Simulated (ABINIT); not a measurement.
The system is HfC.

```
Hf C
1.0
     0.00000    2.32500    2.32500
     2.32500    0.00000    2.32500
     2.32500    2.32500    0.00000
Hf C
1 1
Direct
  0.50000 0.50000 0.50000
  0.00000 0.00000 0.00000
```

Base run:

```yaml
Program: ABINIT 10.8.3 (patched build)
Functional: revPBE
Potentials_or_basis: JTH PAW PBE v2.0
Cutoff: 544 eV
k_mesh: 10 × 10 × 10
Occupations: fermi-dirac, width 0.05 eV
Spin: no spin polarisation
```

Its results: band gap on the k mesh none (metal or under the smearing width); pressure 2.8 GPa.

Question: The run is repeated on the same cell with these changes: functional from revPBE to rPW86PBE. What comes out?

Answer: Band gap on the k mesh none (metal or under the smearing width); pressure 7.3 GPa.

Caveats: the PAW data sets were made with another functional, which shifts forces and pressure a little; spin-orbit coupling is left out, which moves the levels of the heavy elements.
